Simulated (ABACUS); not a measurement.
CsI:

```xyz
2
Lattice="4.5667 0.0000 0.0000 0.0000 4.5667 0.0000 0.0000 0.0000 4.5667" Properties=species:S:1:pos:R:3 pbc="T T T"
Cs    0.0000    0.0000    0.0000
I     2.2833    2.2833    2.2833
```

Base run:

```yaml
Program: ABACUS 3.10.1
Functional: PBE
Potentials_or_basis: PseudoDojo NC FR 0.4 PBE standard
Cutoff: 1361 eV
Density_cutoff: 5442 eV
Basis: DZP LCAO (the cutoffs set its grid)
k_mesh: 4 × 4 × 4
Occupations: fermi-dirac, width 0.05 eV
Spin: no spin polarisation
```

Its results: band gap on the k mesh 3.94 eV, indirect (least direct gap 4.03 eV); pressure 0.9 GPa.

Q: The run is repeated on the same cell with these changes: spin from no spin polarisation to spin-orbit coupling, no magnetisation; symmetry key from 1 to 0. What comes out?

A: Band gap on the k mesh 3.68 eV, direct; pressure 0.9 GPa.

Caveats: the atomic orbitals were generated for these runs and aren't a published set; the basis of atomic orbitals isn't converged, which shifts pressures, moduli and gaps; spin-orbit coupling is left out, which moves the levels of the heavy elements (some runs).

A k mesh can miss the band edges.
